**K-shell Auger groups from Sb to Ce⁷⁺: how should the energies and shares be read?**

I ran a relativistic atomic calculation of the decay of a 1s hole for eight species with 51 electrons each and pulled out two Auger groups.

K-hole Auger groups L1M1 and M2M3 in the 51-electron sequence from Sb to Ce7+ ([Kr] 4d10 5s2 5p3), computed with Radial Dirac-Fock and Kohn-Sham solver 2. Kinetic energies are Dirac-Fock configuration averages from the vacuum level; shares use independent-particle Coulomb rates on relativistic LDA orbitals of the hole state, with a Latter-tail continuum.

| species | Z | charge (e) | kinetic energy (L1M1) (eV) | share (L1M1) (%) | kinetic energy (M2M3) (eV) | share (M2M3) (%) |
| --- | --- | --- | --- | --- | --- | --- |
| Sb | 51 | 0 | 24779.8 | 2.208 | 28858.4 | 0.6716 |
| Te+ | 52 | 1 | 25785.2 | 2.235 | 30056.4 | 0.6788 |
| I2+ | 53 | 2 | 26811.4 | 2.262 | 31280.6 | 0.6857 |
| Xe3+ | 54 | 3 | 27858.5 | 2.290 | 32531.4 | 0.6922 |
| Cs4+ | 55 | 4 | 28927.0 | 2.319 | 33809.2 | 0.6985 |
| Ba5+ | 56 | 5 | 30017.0 | 2.349 | 35114.2 | 0.7044 |
| La6+ | 57 | 6 | 31128.8 | 2.379 | 36446.9 | 0.7101 |
| Ce7+ | 58 | 7 | 32262.7 | 2.410 | 37807.6 | 0.7156 |

My questions, roughly from easy to hard:

1. Which group gives the faster electron, which is more frequent, and why?
2. How do the energies scale with $Z$? Would a hydrogen-like formula be good enough?
3. Can relativity be seen in the energy columns?
4. Both shares change with $Z$. Does the number of these electrons per K hole change in the same way?
5. Why do the two shares not move in parallel?
6. What would change for neutral atoms, or for an M or N hole?
7. Which digits can I trust?

**Answer**

The labels name the holes. K is 1s, L1 is 2s, M1 is 3s, M2 is $3p_{1/2}$ and M3 is $3p_{3/2}$. In the group L1M1 the K hole is filled and an electron is ejected so that the ion ends with one hole in 2s and one in 3s; M2M3 ends with one hole in each 3p subshell. $Z$ is the nuclear charge and "charge" is that of the ion before the K hole is made, so it equals $Z-51$. The kinetic energy is that of the ejected electron, and the share is the percentage that the group contributes to the decay. Both groups are ordinary Auger decays. A Coster-Kronig decay leaves one final hole in the shell of the initial hole, and the K shell has no second subshell to allow that.

### 1. Faster and more frequent

Energy conservation gives, with $B$ the binding energies and $U$ a correction for the two final holes being present together,

$$E(\mathrm{K\text{-}XY}) = B_\mathrm{K} - B_\mathrm{X} - B_\mathrm{Y} - U_\mathrm{XY}.$$

A 2s hole costs far more than a 3p hole, so M2M3 leaves more energy for the electron. It is the faster group in every row, by 4078.6 eV in Sb and by 5544.9 eV in Ce⁷⁺.

L1M1 is the more frequent in every row, by a factor between 3.29 and 3.37. The reason lies in where the decay happens. One electron has to drop into the 1s orbital, whose radius is about $a_0/Z$, or 0.02 bohr. The other leaves with 25 keV or more, a wavelength of roughly 0.15 bohr, so its wave averages to nearly zero over the outer lobes of a bound orbital. Only the parts of the two bound orbitals close to the nucleus count, and the density there falls roughly as $n^{-3}$ for a given $l$, faster still when the outer shell is more heavily screened. A group with one $n=2$ electron therefore has an advantage over a group with two $n=3$ electrons. M2M3 has twice as many electron pairs ($2\times4$ against $2\times2$) and still loses. This argument gives the order of the two groups; the factor itself also contains angular coefficients and the difference between s and p orbitals, including the relativistic contraction of s, which two columns cannot separate.

The same reasoning says that neither group is dominant. Together they make 2.88% in Sb and 3.13% in Ce⁷⁺. The bulk of K Auger decay is expected to go through KLL groups with both holes in $n=2$, which lie at lower kinetic energy than either column here.

### 2. Scaling and the hydrogen-like estimate

From Sb to Ce⁷⁺ the energies rise by 30.2% (L1M1) and 31.0% (M2M3). Expressed as an exponent taken between the two end rows, $p=\ln(E_{58}/E_{51})/\ln(58/51)$, this is 2.05 and 2.10. These are descriptions of the end points, with nothing fitted. A value near 2 is the scaling of one-electron levels: lengths shrink as $1/Z$ and the Coulomb energy $Z/r$ grows as $Z^2$.

The simplest estimate without any adjustable number drops all electron-electron interaction and uses the levels of one electron around a bare point nucleus from the Dirac equation,

$$B_{nj}\approx \mathrm{Ry}\,\frac{Z^2}{n^2}\left[1+\frac{(Z\alpha)^2}{n^2}\left(\frac{n}{j+\tfrac12}-\frac34\right)+\dots\right],$$

with Ry the Rydberg energy and $\alpha$ the fine-structure constant. The closed Dirac formula, of which this is the expansion, gives for $Z=51$: 36707 eV for 1s, 9261 eV for 2s, 4078 eV for 3s and $3p_{1/2}$ alike, and 3978 eV for $3p_{3/2}$. Then

$$E(\mathrm{L1M1})\approx 36707-9261-4078=23368\ \mathrm{eV},$$
$$E(\mathrm{M2M3})\approx 36707-4078-3978=28651\ \mathrm{eV}.$$

Relative to the table, the first is 5.7% low and the second 0.7% low. Over all rows the estimate stays 5.3 to 5.7% low for L1M1 and 0.7 to 0.8% low for M2M3.

The near hit for M2M3 does not mean that screening is small. The gap between the two groups shows this, because $B_\mathrm{K}$ drops out of it. The bare levels give $9261-3978=5283$ eV for Sb against 4078.6 eV in the table, 29.5% too high. Write $\delta$ for the binding that each level loses to the repulsion of the other electrons. The error of the bare estimate is then $\delta_\mathrm{K}-\delta_\mathrm{X}-\delta_\mathrm{Y}+U$. Each $\delta$ is roughly the potential of the electron cloud averaged over the orbital, so it is largest for K, smaller for L and smaller again for M. As rough recalled sizes, the K level of antimony lies near 30 keV and the 3p levels near 0.8 keV, so K loses between 6 and 7 keV against its bare value and each 3p level a little over 3 keV. One large loss against two of about half its size nearly cancels. Replacing a 3p hole by 2s raises the subtracted part and spoils the balance, which is the $1412-208=1204$ eV by which the two errors differ. The numbers show the failure in the gap; the breakdown into separate $\delta$ is an argument supported by those rough sizes.

The gap also shows what an isoelectronic series does to screening. Its error falls in every step, from 29.5% to 26.0%, and its exponent is 2.39 against 2.18 for the bare levels. With a fixed number of electrons a level goes roughly as $(Z-s)^2$, whose local exponent $2Z/(Z-s)$ exceeds 2, and the ion becomes slowly more hydrogen-like. A bare formula is thus usable at the percent level only where the losses happen to balance. For a KLL group the same reasoning predicts an estimate that is lower still relative to the computed value, since two L levels together lose more than one L and one M level.

### 3. Relativity in the curvature

The exponent is a blunt tool, since screening and relativity both shift it. The second difference $E(Z+1)-2E(Z)+E(Z-1)$ is sharper, because for $(Z-s)^2$ it equals 2 whatever the constant $s$. A nonrelativistic atom with constant screening would give $2\,\mathrm{Ry}\,(1-\tfrac14-\tfrac19)=17.4$ eV for L1M1 and $2\,\mathrm{Ry}\,(1-\tfrac29)=21.2$ eV for M2M3, the same in every row.

The table gives 20.8 rising to 22.1 eV, and 26.2 rising to 28.0 eV. Rounding to 0.1 eV can move a second difference by 0.2 eV at most, so both the excess and its growth are real features of the calculation. The uneven pattern within the L1M1 values (20.8, 20.9, then 21.4) is of the size of the rounding and needs no cause.

The $Z^4\alpha^2$ term accounts for the size and the ratio of the excesses, though not for all of their growth. Its coefficients from the formula above are $1/4$ for 1s, $5/64$ for 2s, $1/36$ for 3s and $3p_{1/2}$, and $1/108$ for $3p_{3/2}$. The combinations are $\tfrac14-\tfrac5{64}-\tfrac1{36}=0.144$ for L1M1 and $\tfrac14-\tfrac1{36}-\tfrac1{108}=0.213$ for M2M3, a ratio of 1.5. The excesses in the table start at $20.8-17.4=3.4$ eV and $26.2-21.2=5.0$ eV, also a ratio of 1.5. The curvature of this term grows only as $Z^2$, by about a fifth over the series, while the excesses grow by more than a third, to $22.1-17.4=4.7$ eV and $28.0-21.2=6.8$ eV. Higher orders in $Z\alpha$ and screening that is not quite constant have to supply the rest. The stabilisation of 1s dominates in both groups, and L1M1 gives part of it back because 2s is stabilised too.

The full bare Dirac levels overshoot the curvature, by 0.4 to 0.8 eV for L1M1 and by 0.8 to 1.1 eV for M2M3. Two things can give that sign: the relativistic term should be evaluated with a charge somewhat below $Z$, and the screening drifts with $Z$ and charge. The first would grow with $Z$, whereas the overshoot tends to shrink along the series (0.7 to 0.4 eV and 1.1 to 0.9 eV between the ends), which points to a drift that fades as the ion becomes more hydrogen-like. The change is not much above the rounding, so the split cannot be given in numbers. Because the energies come from Dirac-Fock, the comparison is no test of the Dirac equation. Measured from the constant-screening values, about a sixth to a quarter of the curvature is relativistic; a drift that lowers the nonrelativistic curvature would raise these fractions somewhat, most in the first rows. The corresponding series for an L3 hole should show a much smaller excess, as the $2p_{3/2}$ coefficient is only $1/64$.

### 4. Shares against electrons per hole

The shares rise in every step, by 9.1% (L1M1) and 6.6% (M2M3) of their Sb values over the series. The number of these electrons per K hole falls all the same.

A K hole decays either by emitting an X-ray or by Auger emission, and the same calculation gives both widths. The radiative width rises from 7.78 eV to 13.48 eV, an end-point exponent of 4.27. The Auger width, total minus radiative, goes only from 1.185 eV to 1.302 eV, an exponent of 0.73. Scaling explains the contrast. A dipole rate goes as $\omega^3 r^2\propto Z^6Z^{-2}=Z^4$. An Auger rate is the square of a matrix element of $1/r_{12}$, which brings $Z^2$, times the density of continuum states per unit energy, which brings $Z^{-2}$, so in the hydrogen-like limit it does not depend on $Z$.

That scaling also decides how the share is to be read. Taken as a fraction of the total width, the L1M1 rate would grow with exponent 4.57 and climb from 17% to 27% of an Auger width that hardly moves, which is far from the weak dependence on $Z$ that this scaling allows. Taken as a fraction of the Auger width, the partial widths are 26.2 to 31.4 meV for L1M1 and 8.0 to 9.3 meV for M2M3, with modest exponents of 1.41 and 1.22. I adopt the second reading; it is an inference from these magnitudes.

On that reading the yield per hole is the share times one minus the fluorescence yield. For Sb this is $2.208\%\times(1-0.868)=0.29\%$, and for Ce⁷⁺ it is $2.410\%\times(1-0.912)=0.21\%$, a drop of 27%. M2M3 drops by 29% and all Auger decay by 33%. The two groups take a slightly larger slice of a branch that is shrinking. In a series of much lighter ions, where the $Z^4$ rate is still far below the Auger rate, the Auger branch would take almost every hole and share and yield per hole would be nearly the same thing.

### 5. Why the shares bend apart

The reason both rise can be argued from screening. The Auger rate is independent of $Z$ only if all orbitals shrink in proportion. The inner amplitude of a screened orbital grows faster than that, because $(Z-s)/Z$ creeps towards one, and the gain is larger the larger $s$ is. M orbitals are screened more than L orbitals, so groups with M holes gain on a total dominated by KLL. The partial widths agree in direction: they rise by 19.9% and 17.0% against 9.8% for the Auger total. Agreement in direction does not show that screening supplies the whole of either rise.

The argument fails on the order of the two. It would have M2M3, with two M holes, gaining fastest, and the numbers show the reverse. The L1M1 steps grow from 0.027 to 0.031 points, the M2M3 steps shrink from 0.0072 to 0.0055, both by more than the rounding of 0.001 and 0.0001. The ratio of the shares, which is free of the common denominator, rises in every step from 3.288 to 3.368, or by 2.4%.

My guess is the relativistic contraction of s orbitals. L1M1 has two s holes, whose density at the nucleus is enhanced increasingly with $Z\alpha$, whereas M2M3 has one $p_{1/2}$ orbital with a weaker enhancement and one $p_{3/2}$ orbital with almost none. If that is right, screening carries mainly the M2M3 rise and much of the L1M1 rise is relativistic. A repeat with the speed of light scaled up would test this, since the ratio should then fall with $Z$; the present columns do not.

The rates use only the Coulomb interaction between the electrons. The Breit term, the magnetic and retarded part, is left out, and the run warns that K-L1L2 can be up to 30% low for that reason. That group sits in the denominator of every share, and the correction generally grows with $Z$. A denominator that grew by a further 7 to 9% across the series would cancel the rises entirely. I do not suggest it is that large, but the slopes of the shares are soft. The ratio escapes the denominator error but not a Breit correction to the two groups themselves.

### 6. Neutral atoms and other holes

Only Sb is neutral, and $Z$ and charge rise together, so the table cannot separate their effects. The sign of the charge effect follows from electrostatics. An outer electron at radius $r$ acts on the core as a charged shell and lowers every core binding energy by the same $V=e^2/4\pi\varepsilon_0 r$. Removing it raises each $B$ by $V$, and with one initial and two final holes the kinetic energy changes by $V-2V=-V$. For $r$ near an ångström $V$ is of the order of 10 eV, so neutral cerium would emit at energies higher by something of the order of 100 eV than Ce⁷⁺. That is small against the steps of 1.0 to 1.4 keV per unit of $Z$ and large against the printed digits. The shift is common to both groups and largely cancels in their gap. A neutral series would have slightly larger steps and small kinks where the filling moves from 5p to 6s and then to 5d and 4f, since $V$ depends on where the added electron sits.

The K shares should barely notice the charge, as a shift of that size closes no strong channel when tens of keV are available. Shallower holes differ. A Coster-Kronig electron may have only a few eV, and the same $-V$ can push its channel below threshold. The runs show jumps that fit this picture, though $Z$ and charge change together in them: between Cs⁴⁺ and La⁶⁺ the M3 width falls by more than half and its Coster-Kronig yield drops, and the 4d holes of La⁶⁺ and Ce⁷⁺ have a fluorescence yield of 1, so their Auger decay, which is not of the Coster-Kronig type but also emits a slow electron, has stopped. A table like this one for an M1, M2, M3 or N hole could therefore have steps in its shares where the K table is smooth. M4 and M5 holes have no Coster-Kronig decay in these runs, and their widths rise smoothly.

### 7. Digits

The 0.1 eV digit is meaningful for differences along the series, as the regular second differences show, and not as a line position. A line is broadened by the lifetimes of the initial and final states. Adding the computed single-hole widths, a rough stand-in for the two-hole state, gives 23 eV (L1M1) and 18 eV (M2M3) for Sb, and 25 and 21 eV for Ce⁷⁺. Each energy is also an average over a configuration: a 2s and a 3s hole couple to a singlet and a triplet, the two 3p holes to more than one $J$, and the open $5p^3$ shell is averaged as well, so no single line need sit at the printed value. Spin-orbit coupling is included, but Dirac-Fock has no correlation, and magnetic and radiative corrections to a K level in this range of $Z$ are roughly tens of eV, so the absolute value depends on how they are treated. Three to four figures is a fair reading.

The $5p^3$ configuration is imposed in all rows and was not tested as the lowest, which matters most for Ce⁷⁺, where 4f competes. The smooth trend cannot confirm it, because a fixed configuration gives a smooth trend in any case. Moving an electron inward from 5p to 4f would raise $V$ and lift both energies slightly.

For the shares, two figures are as much as the physics supports. The one check is Sb, against the recommended values listed with that run: a K width of 8.97 eV against 9.2 eV (2.5% low) and a fluorescence yield of 0.8678 against 0.8676. This supports the K totals for that atom only. It says little about one group, since a 30% error in a share of 2.2% would move the Auger width by 0.7%. The same independent-particle rates give an M2 width of 4.40 eV for Sb against a recommended 3 eV. That hole decays mostly through slow Coster-Kronig electrons, which are far more sensitive to the potential and to the threshold energy than a 29 keV electron, so the K groups should fare better, though by how much has not been tested here.
